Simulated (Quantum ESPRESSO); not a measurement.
# CdSe (Cadmoselite) (P6_3mc) in Quantum ESPRESSO: a series of runs, part 2 of 2

Quantum ESPRESSO 7.5. Earlier steps stand in the parts before.

## Step 3: Single point, LDA, 26.42 Å³/atom

pw.in reads:

```
&CONTROL
  calculation = 'scf'
  prefix = 'pwscf'
  outdir = './tmp'
  pseudo_dir = './pseudo'
  tstress = .true.
  disk_io = 'nowf'
/
&SYSTEM
  ibrav = 0
  nat = 4
  ntyp = 2
  ecutwfc = 45
  ecutrho = 360
  nbnd = 26
  occupations = 'smearing'
  smearing = 'fd'
  degauss = 0.00367493
/
&ELECTRONS
  conv_thr = 8d-10
  electron_maxstep = 120
  mixing_beta = 0.5
/
ATOMIC_SPECIES
Cd   112.4140 cd_lda_v1.uspp.F.UPF
Se    78.9710 se_lda_v1.uspp.F.UPF
CELL_PARAMETERS angstrom
   4.2122202675    0.0000000000    0.0000000000
  -2.1061101337    3.6478897580    0.0000000000
   0.0000000000    0.0000000000    6.8766944832
ATOMIC_POSITIONS crystal
Cd     0.6666666667    0.3333333333    0.5000000000
Cd     0.3333333333    0.6666666667    0.0000000000
Se     0.6666666667    0.3333333333    0.8850000000
Se     0.3333333333    0.6666666667    0.3850000000
K_POINTS automatic
7 7 4 0 0 0
```

Potentials or basis: GBRV 1.5 LDA.

On the command line:

```
OMP_NUM_THREADS=1 mpirun -n 2 pw.x -nk 2 -in pw.in > pw.out
```

pw.out:

```text
This program is part of the open-source Quantum ESPRESSO suite
     for quantum simulation of materials; please cite
         "P. Giannozzi et al., J. Phys.:Condens. Matter 21 395502 (2009);
         "P. Giannozzi et al., J. Phys.:Condens. Matter 29 465901 (2017);
         "P. Giannozzi et al., J. Chem. Phys. 152 154105 (2020);
     in publications or presentations arising from this work. More details at

     Message from routine setup:
     using ibrav=0 with symmetry is DISCOURAGED, use correct ibrav instead

     K-points division:     npool     =       2
     Subspace diagonalization in iterative solution of the eigenvalue problem:
     a serial algorithm will be used

     G-vector sticks info
     --------------------
     sticks:   dense  smooth     PW     G-vecs:    dense   smooth      PW
     Sum        1573     769    235                82087    28999    4571

     Using Slab Decomposition

     bravais-lattice index     =            0
     lattice parameter (alat)  =       7.9599  a.u.
     unit-cell volume          =     713.0650 (a.u.)^3
     number of atoms/cell      =            4
     number of atomic types    =            2
     number of electrons       =        36.00
     number of Kohn-Sham states=           26
     kinetic-energy cutoff     =      45.0000  Ry
     charge density cutoff     =     360.0000  Ry
     scf convergence threshold =      8.0E-10
     mixing beta               =       0.5000
     number of iterations used =            8  plain     mixing
     Exchange-correlation= SLA  PZ   NOGX NOGC
                           (   1   1   0   0   0   0   0)

     celldm(1)=   7.959943  celldm(2)=   0.000000  celldm(3)=   0.000000
     celldm(4)=   0.000000  celldm(5)=   0.000000  celldm(6)=   0.000000

     crystal axes: (cart. coord. in units of alat)
               a(1) = (   1.000000   0.000000   0.000000 )
               a(2) = (  -0.500000   0.866025   0.000000 )
               a(3) = (   0.000000   0.000000   1.632558 )

     reciprocal axes: (cart. coord. in units 2 pi/alat)
               b(1) = (  1.000000  0.577350 -0.000000 )
               b(2) = (  0.000000  1.154701  0.000000 )
               b(3) = (  0.000000 -0.000000  0.612536 )

     PseudoPot. # 1 for Cd read from file:
     cd_lda_v1.uspp.F.UPF
     Pseudo is Ultrasoft + core correction, Zval = 12.0
     Generated by new atomic code, or converted to UPF format
     Using radial grid of  889 points,  6 beta functions with:
                l(1) =   0
                l(2) =   0
                l(3) =   1
                l(4) =   1
                l(5) =   2
                l(6) =   2
     Q(r) pseudized with  6 coefficients,  rinner =    1.000   1.000   1.000
                                                       1.000   1.000

     PseudoPot. # 2 for Se read from file:
     se_lda_v1.uspp.F.UPF
     Pseudo is Ultrasoft + core correction, Zval =  6.0
     Generated by new atomic code, or converted to UPF format
     Using radial grid of  877 points,  6 beta functions with:
                l(1) =   0
                l(2) =   0
                l(3) =   1
                l(4) =   1
                l(5) =   2
                l(6) =   2
     Q(r) pseudized with  8 coefficients,  rinner =    1.300   1.300   1.300
                                                       1.300   1.300

     atomic species   valence    mass     pseudopotential
     Cd               12.00   112.41400     Cd( 1.00)
     Se                6.00    78.97100     Se( 1.00)

     12 Sym. Ops. (no inversion) found ( 6 have fractional translation)

   Cartesian axes

     site n.     atom                  positions (alat units)
         1        Cd     tau(   1) = (   0.5000000   0.2886751   0.8162791  )
         2        Cd     tau(   2) = (  -0.0000000   0.5773503   0.0000000  )
         3        Se     tau(   3) = (   0.5000000   0.2886751   1.4448140  )
         4        Se     tau(   4) = (  -0.0000000   0.5773503   0.6285349  )

     number of k points=    24  Fermi-Dirac smearing, width (Ry)=  0.0037
                       cart. coord. in units 2pi/alat
        k(    1) = (   0.0000000   0.0000000   0.0000000), wk =   0.0102041
        k(    2) = (   0.0000000   0.0000000   0.1531339), wk =   0.0204082
        k(    3) = (   0.0000000   0.0000000  -0.3062678), wk =   0.0102041
        k(    4) = (   0.0000000   0.1649572   0.0000000), wk =   0.0612245
        k(    5) = (   0.0000000   0.1649572   0.1531339), wk =   0.1224490
        k(    6) = (   0.0000000   0.1649572  -0.3062678), wk =   0.0612245
[... 16 lines left out ...]
        k(   23) = (   0.2857143   0.4948717   0.1531339), wk =   0.1224490
        k(   24) = (   0.2857143   0.4948717  -0.3062678), wk =   0.0612245

     Dense  grid:    82087 G-vectors     FFT dimensions: (  50,  50,  80)

     Smooth grid:    28999 G-vectors     FFT dimensions: (  36,  36,  60)

     Initial potential from superposition of free atoms

     starting charge      34.9998, renormalised to      36.0000

     negative rho (up, down):  4.178E-02 0.000E+00
     Starting wfcs are   26 randomized atomic wfcs

     Self-consistent Calculation

     iteration #  1     ecut=    45.00 Ry     beta= 0.50
     Davidson diagonalization with overlap
     ethr =  1.00E-02,  avg # of iterations =  4.1

     Threshold (ethr) on eigenvalues was too large:
     Diagonalizing with lowered threshold

     Davidson diagonalization with overlap
     ethr =  5.02E-04,  avg # of iterations =  1.8

     negative rho (up, down):  4.071E-02 0.000E+00

     total energy              =    -315.51504378 Ry
     estimated scf accuracy    <       0.18163076 Ry

     iteration #  2     ecut=    45.00 Ry     beta= 0.50
     Davidson diagonalization with overlap
     ethr =  5.05E-04,  avg # of iterations =  2.2

     negative rho (up, down):  4.135E-02 0.000E+00

     total energy              =    -315.56806055 Ry
     estimated scf accuracy    <       0.01483692 Ry

     iteration #  3     ecut=    45.00 Ry     beta= 0.50
     Davidson diagonalization with overlap
     ethr =  4.12E-05,  avg # of iterations =  2.9

     negative rho (up, down):  4.181E-02 0.000E+00

     total energy              =    -315.56955557 Ry
     estimated scf accuracy    <       0.00146961 Ry

     iteration #  4     ecut=    45.00 Ry     beta= 0.50
     Davidson diagonalization with overlap
     ethr =  4.08E-06,  avg # of iterations =  4.3
[... 37 lines left out ...]
     negative rho (up, down):  4.197E-02 0.000E+00

     total energy              =    -315.56982995 Ry
     estimated scf accuracy    <       0.00000005 Ry

     iteration #  9     ecut=    45.00 Ry     beta= 0.50
     Davidson diagonalization with overlap
     ethr =  1.28E-10,  avg # of iterations =  2.2

     negative rho (up, down):  4.197E-02 0.000E+00

     total energy              =    -315.56982996 Ry
     estimated scf accuracy    <          4.3E-09 Ry

     iteration # 10     ecut=    45.00 Ry     beta= 0.50
     Davidson diagonalization with overlap
     ethr =  1.19E-11,  avg # of iterations =  5.1

     negative rho (up, down):  4.197E-02 0.000E+00

     End of self-consistent calculation

          k = 0.0000 0.0000 0.0000 (  3669 PWs)   bands (ev):

    -7.2799  -6.8421  -2.3640  -2.3640  -2.2986  -2.2986  -2.2891  -1.9322
    -1.9322  -1.8513  -1.8513  -1.5311   1.0581   4.9721   4.9721   5.7635
     5.8035   5.8035   6.3240   7.7305  11.5082  11.5082  11.7705  12.7212
    12.7212  13.4790

          k = 0.0000 0.0000 0.1531 (  3670 PWs)   bands (ev):

    -7.2160  -6.9058  -2.3571  -2.3571  -2.3109  -2.3109  -2.2484  -1.9180
    -1.9180  -1.8608  -1.8608  -1.7678   1.6591   4.4778   5.0845   5.0845
     5.6712   5.6712   7.4391   7.8420  11.3087  11.6001  11.6001  12.4217
    12.4217  12.7281

          k = 0.0000 0.0000-0.3063 (  3652 PWs)   bands (ev):

    -7.0608  -7.0608  -2.3367  -2.3367  -2.3367  -2.3367  -2.0873  -2.0873
    -1.8871  -1.8871  -1.8871  -1.8871   2.9658   2.9658   5.3680   5.3680
     5.3680   5.3680   8.0020   8.0020  11.5049  11.5049  11.9210  11.9210
    11.9210  11.9210

          k = 0.0000 0.1650 0.0000 (  3637 PWs)   bands (ev):

    -7.2051  -6.8057  -2.3325  -2.3266  -2.2677  -2.2587  -2.2498  -1.9471
    -1.9341  -1.8799  -1.8467  -1.4898   1.1988   3.9961   4.4780   4.6761
     5.6075   5.6127   7.5319   8.6179  10.9458  11.8681  11.9337  12.4707
    13.0626  13.2458

          k = 0.0000 0.1650 0.1531 (  3651 PWs)   bands (ev):
[... 118 lines left out ...]
          k = 0.2857 0.4949 0.0000 (  3620 PWs)   bands (ev):

    -6.7748  -6.6960  -2.2596  -2.1314  -2.0757  -2.0726  -1.9567  -1.9465
    -1.9286  -1.8756  -1.5502  -1.3468   1.4018   1.7248   2.4945   3.3475
     3.9033   4.1200   9.9733  10.2834  10.7622  12.1070  12.4883  12.9410
    13.3081  14.5666

          k = 0.2857 0.4949 0.1531 (  3621 PWs)   bands (ev):

    -6.7587  -6.7028  -2.2291  -2.1460  -2.1051  -2.0928  -1.9623  -1.9544
    -1.9114  -1.8930  -1.5169  -1.3728   1.2810   1.5232   2.6591   3.6290
     3.8497   4.4391   9.7269  10.1410  10.6872  11.7842  11.9122  12.6512
    13.8571  14.3718

          k = 0.2857 0.4949-0.3063 (  3650 PWs)   bands (ev):

    -6.7261  -6.7261  -2.1626  -2.1626  -2.1395  -2.1395  -1.9652  -1.9652
    -1.9033  -1.9033  -1.4417  -1.4417   1.2719   1.2719   3.1128   3.1128
     4.5347   4.5347   9.4464   9.4464  11.4501  11.4501  12.0142  12.0142
    13.8111  13.8111

     the Fermi energy is     6.0914 ev

!    total energy              =    -315.56982996 Ry
     estimated scf accuracy    <          7.6E-11 Ry
     smearing contrib. (-TS)   =      -0.00000466 Ry
     internal energy E=F+TS    =    -315.56982530 Ry

     The total energy is F=E-TS. E is the sum of the following terms:
     one-electron contribution =     -77.80379089 Ry
     hartree contribution      =      65.80658994 Ry
     xc contribution           =    -136.67166117 Ry
     ewald contribution        =    -166.90096317 Ry

     convergence has been achieved in  10 iterations

     Computing stress (Cartesian axis) and pressure

     negative rho (up, down):  4.197E-02 0.000E+00
          total   stress  (Ry/bohr**3)                   (kbar)     P=       20.27
   0.00019399  -0.00000000   0.00000000           28.54       -0.00        0.00
  -0.00000000   0.00019399   0.00000000           -0.00       28.54        0.00
   0.00000000   0.00000000   0.00002530            0.00        0.00        3.72

=------------------------------------------------------------------------------=
   JOB DONE.
=------------------------------------------------------------------------------=
```

It took 34 s on 2 MPI ranks of Arm Neoverse V1, shared host; peak memory 0.46 GiB.

What came out:

```
Free energy            : -4293.5463 eV
Pressure               : 2.0 GPa
Band gap on the k mesh : 0.52 eV, direct
```

## Step 4: Single point, LDA, 26.98 Å³/atom

Edit pw.in of step 3 so:

```diff
@@ -28,5 +28,5 @@
 CELL_PARAMETERS angstrom
-   4.2122202675    0.0000000000    0.0000000000
-  -2.1061101337    3.6478897580    0.0000000000
-   0.0000000000    0.0000000000    6.8766944832
+   4.2418847678    0.0000000000    0.0000000000
+  -2.1209423839    3.6735799689    0.0000000000
+   0.0000000000    0.0000000000    6.9251235047
 ATOMIC_POSITIONS crystal
```

On the command line:

```
OMP_NUM_THREADS=1 mpirun -n 2 pw.x -nk 2 -in pw.in > pw.out
```

It took 36 s on 2 MPI ranks of Arm Neoverse V1, shared host; peak memory 0.46 GiB.

The run converged. Its results:

- Free energy: -4293.5656 eV
- Pressure: 0.7 GPa
- Band gap on the k mesh: 0.48 eV, direct

## Step 5: Single point, LDA, 27.54 Å³/atom

Edit pw.in of step 4 so:

```diff
@@ -28,5 +28,5 @@
 CELL_PARAMETERS angstrom
-   4.2418847678    0.0000000000    0.0000000000
-  -2.1209423839    3.6735799689    0.0000000000
-   0.0000000000    0.0000000000    6.9251235047
+   4.2711400700    0.0000000000    0.0000000000
+  -2.1355700350    3.6989158038    0.0000000000
+   0.0000000000    0.0000000000    6.9728844864
 ATOMIC_POSITIONS crystal
```

On the command line:

```
OMP_NUM_THREADS=1 mpirun -n 2 pw.x -nk 2 -in pw.in > pw.out
```

Run time: 37 s. Hardware: 2 MPI ranks of Arm Neoverse V1, shared host; peak memory 0.46 GiB.

It converged, with:

```
Free energy            : -4293.5672 eV
Pressure               : -0.5 GPa
Band gap on the k mesh : 0.44 eV, direct
```

## Step 6: Single point, LDA, 28.10 Å³/atom

Edit pw.in of step 5 so:

```diff
@@ -28,5 +28,5 @@
 CELL_PARAMETERS angstrom
-   4.2711400700    0.0000000000    0.0000000000
-  -2.1355700350    3.6989158038    0.0000000000
-   0.0000000000    0.0000000000    6.9728844864
+   4.3000000000    0.0000000000    0.0000000000
+  -2.1500000000    3.7239092363    0.0000000000
+   0.0000000000    0.0000000000    7.0200000000
 ATOMIC_POSITIONS crystal
```

Potentials or basis: GBRV 1.5 LDA.

On the command line:

```
OMP_NUM_THREADS=1 mpirun -n 2 pw.x -nk 2 -in pw.in > pw.out
```

Wall time 36 s (2 MPI ranks of Arm Neoverse V1, shared host); peak memory 0.48 GiB.

Results (log left out):

```yaml
Free_energy: -4293.5529 eV
Pressure: -1.6 GPa
Band_gap_on_the_k_mesh: 0.40 eV, direct
```

## Step 7: Single point, LDA, 28.66 Å³/atom

Edit pw.in of step 6 so:

```diff
@@ -28,5 +28,5 @@
 CELL_PARAMETERS angstrom
-   4.3000000000    0.0000000000    0.0000000000
-  -2.1500000000    3.7239092363    0.0000000000
-   0.0000000000    0.0000000000    7.0200000000
+   4.3284776511    0.0000000000    0.0000000000
+  -2.1642388256    3.7485716056    0.0000000000
+   0.0000000000    0.0000000000    7.0664914211
 ATOMIC_POSITIONS crystal
```

On the command line:

```
OMP_NUM_THREADS=1 mpirun -n 2 pw.x -nk 2 -in pw.in > pw.out
```

Run time: 35 s. Hardware: 2 MPI ranks of Arm Neoverse V1, shared host; peak memory 0.48 GiB.

Results (log left out):

```
Free energy            : -4293.5245 eV
Pressure               : -2.5 GPa
Band gap on the k mesh : 0.36 eV, direct
```

## Step 8: Single point, LDA, 29.23 Å³/atom

Edit pw.in of step 7 so:

```diff
@@ -28,5 +28,5 @@
 CELL_PARAMETERS angstrom
-   4.3284776511    0.0000000000    0.0000000000
-  -2.1642388256    3.7485716056    0.0000000000
-   0.0000000000    0.0000000000    7.0664914211
+   4.3565854364    0.0000000000    0.0000000000
+  -2.1782927182    3.7729136617    0.0000000000
+   0.0000000000    0.0000000000    7.1123790148
 ATOMIC_POSITIONS crystal
```

On the command line:

```
OMP_NUM_THREADS=1 mpirun -n 2 pw.x -nk 2 -in pw.in > pw.out
```

It took 35 s on 2 MPI ranks of Arm Neoverse V1, shared host; peak memory 0.48 GiB.

The run converged. Its results:

* Free energy: -4293.4837 eV
* Pressure: -3.4 GPa
* Band gap on the k mesh: 0.32 eV, direct

## Step 9: Single point, LDA, 29.79 Å³/atom

Edit pw.in of step 8 so:

```diff
@@ -28,5 +28,5 @@
 CELL_PARAMETERS angstrom
-   4.3565854364    0.0000000000    0.0000000000
-  -2.1782927182    3.7729136617    0.0000000000
-   0.0000000000    0.0000000000    7.1123790148
+   4.3843351364    0.0000000000    0.0000000000
+  -2.1921675682    3.7969456069    0.0000000000
+   0.0000000000    0.0000000000    7.1576820134
 ATOMIC_POSITIONS crystal
```

Potentials or basis: GBRV 1.5 LDA.

On the command line:

```
OMP_NUM_THREADS=1 mpirun -n 2 pw.x -nk 2 -in pw.in > pw.out
```

It took 40 s on 2 MPI ranks of Arm Neoverse V1, shared host; peak memory 0.5 GiB.

Results (log left out):

| Property | Result |
| --- | --- |
| Free energy | -4293.4317 eV |
| Pressure | -4.1 GPa |
| Band gap on the k mesh | 0.29 eV, direct |

## Step 10: Equation of state, LDA

Potentials or basis: GBRV 1.5 LDA.

This step only gathers the single runs of the series.

Results:

| Quantity | Value |
| --- | --- |
| Equilibrium volume | 27.31 Å³/atom |
| Bulk modulus at fixed shape and positions | 57 GPa |
| Pressure derivative of the bulk modulus | 4.7 |

Energy against volume, from the lowest point:
```
volume (Å³/atom)  energy (meV/atom)
          26.416               5.24
          26.978               0.40
          27.540               0.00
          28.102               3.57
          28.665              10.66
          29.227              20.87
          29.789              33.87
```

Caveat: the cell was scaled at fixed shape and fractional positions, which overstates the stiffness of a crystal with free parameters, most of all of layers and chains.

## Step 11: Against experiment

Step 2. A measured gap of CdSe is 1.841 eV (2 K; a printed reference work, data compilation); the calculated 0.55 eV misses it by -1.29 eV. So large a miss can be the level of theory's own, or it may mean another phase, state or a wrong row. Spin-orbit coupling on Cd, Se is left out. The value is that of PBEsol, without temperature or zero-point motion. Semilocal functionals fall short of measured gaps as a rule.
